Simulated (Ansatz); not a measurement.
Ge:

```
Ge
1.0
     1.48805   -2.59469    0.00000
     1.48805    2.59469    0.00000
     0.00000    0.00000    4.72760
Ge
2
Direct
  0.33345 0.66655 0.25000
  0.66655 0.33345 0.75000
```

This isn't the form of Ge at room conditions, which is diamond.

Base run:

```yaml
Program: Ansatz 0.2.0
Functional: RPBE
Potentials_or_basis: Ansatz PAW
Cutoff: "420 eV (not typed: the program's choice for these potentials)"
k_mesh: 10 × 10 × 6
Occupations: fermi-dirac, width 0.05 eV
Spin: no spin polarisation
```

Its results: band gap on the k mesh none (metal or under the smearing width); pressure 6.0 GPa.

Q: After a change of settings the same cell gave: band gap on the k mesh none (metal or under the smearing width); pressure 2.1 GPa. Which change was it?
A. functional from RPBE to r2SCAN; cutoff from 420 eV (not typed: the program's choice for these potentials) to 500 eV (not typed: the program's choice for these potentials)
B. functional from RPBE to BLYP
C. functional from RPBE to revPBE
D. functional from RPBE to LDA

A: A.

Caveats: the PAW data sets come from PBE, with cores solved anew for the run's functional, which leaves a small shift of forces and pressure.

Runs at the PBE level aren't shown here.
